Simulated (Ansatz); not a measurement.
Crystal: Ta2N.

```
CELL_PARAMETERS angstrom
3.11286 0.00000 0.00000
-1.55643 2.69582 0.00000
0.00000 0.00000 4.86984
ATOMIC_POSITIONS crystal
Ta 0.33333 0.66667 0.25471
Ta 0.66667 0.33333 0.74529
N 0.00000 0.00000 0.00000
```

The cell comes from a database or a generator and needn't be the stable form of this composition.

```yaml
Program: Ansatz 0.2.0
Task: relaxation of cell and atoms
Functional: PBEsol
Potentials_or_basis: Ansatz PAW
Cutoff: "420 eV (not typed: the program's choice for these potentials)"
k_mesh: 10 × 10 × 6
Occupations: fermi-dirac, width 0.05 eV
Spin: no spin polarisation
```

At the start: volume 13.62 Å³/atom.

**Question.** Where does the relaxation end?

**Answer.** It ends after 8 steps and the volume is 13.20 Å³/atom (-3.1 %); space group P-3m1 (No. 164, to 0.05 Å).

Step by step:
| step | energy change (eV) | largest force (eV/Å) | volume (Å³) |
| --- | --- | --- | --- |
| 1 | 0.0000 | 0.2973 | 40.87 |
| 2 | -0.0377 | 0.1700 | 39.83 |
| 3 | -0.0404 | 0.0685 | 39.57 |
| 4 | -0.0407 | 0.0317 | 39.58 |
| 5 | -0.0408 | 0.0065 | 39.60 |
| 6 | -0.0388 | 0.0066 | 39.60 |
| 7 | -0.0389 | 0.0001 | 39.59 |
| 8 | -0.0389 | 0.0003 | 39.59 |

Final structure:
```xyz
3
Lattice="3.0771 0.0000 0.0000 -1.5386 2.6649 0.0000 0.0000 0.0000 4.8284" Properties=species:S:1:pos:R:3 pbc="T T T"
Ta    0.0000    1.7766    1.2254
Ta    1.5386    0.8883    3.6031
N     0.0000    0.0000    0.0000
```

Caveat: the plane-wave basis is chosen anew once the cell has moved, so the energies of steps on either side of that aren't comparable; the PAW data sets come from PBE, with cores solved anew for the run's functional, which leaves a small shift of forces and pressure.
